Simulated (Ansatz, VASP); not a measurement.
## Two plane-wave programs on Sn

```
Sn
1.0
    -1.95886    1.95886    1.95886
     1.95886   -1.95886    1.95886
     1.95886    1.95886   -1.95886
Sn
1
Direct
  0.00000 0.00000 0.00000
```

Alike in both runs: task single point; functional r2SCAN; k mesh 13 × 13 × 13; occupations fermi-dirac, width 0.1 eV; no spin polarisation.

|  | VASP | Ansatz |
| --- | --- | --- |
| version | VASP 6.6.1 | Ansatz 0.2.0 |
| potentials or method | VASP PAW PBE potentials, release 64 (Sn_d) | plane waves (500 eV) with PAW, scalar-relativistic |
| plane-wave cutoff (eV) | 520 | 500 |
| valence electrons in the cell | 14 | 14 |

|  | VASP | Ansatz | Ansatz less VASP |
| --- | --- | --- | --- |
| pressure (GPa) | -4.3 | -4.3 | +0.04 |

Caveats: the PAW data sets were made with another functional, which shifts forces and pressure a little (VASP).
